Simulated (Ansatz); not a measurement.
The parent structure is BaTiO$_{3}$ in the cubic perovskite structure (space group Pm-3m, No. 221; a = 3.970 Å). Axes: x, y, z lie along the cube axes.

Computed with PBEsol (Ansatz, a first-principles code, PAW, without spin-orbit coupling), earlier PAW set.

A first run, uniaxial strain ε_yy = +2.01 %, gives secant values C11 ≈ 290 GPa and C12 ≈ 100 GPa from its stress. A second run applies uniaxial stress, 3 GPa compression along z.

**Question.** What does linear elasticity predict for Young's modulus in the second run, and what does the run give?

**Answer.** Linear elasticity: (C11 − C12)(C11 + 2 C12)/(C11 + C12) = 240 GPa. The run gives 280 GPa; any difference comes from nonlinear terms at these strains and numerical noise.

Beyond what the load breaks, stability against distortions was not tested. All final runs are without spin polarisation. Many cubic perovskites are stable only at high temperature; tilts and polar distortions were not tested. This is not the structure that BaTiO3 has at room temperature and ambient pressure.
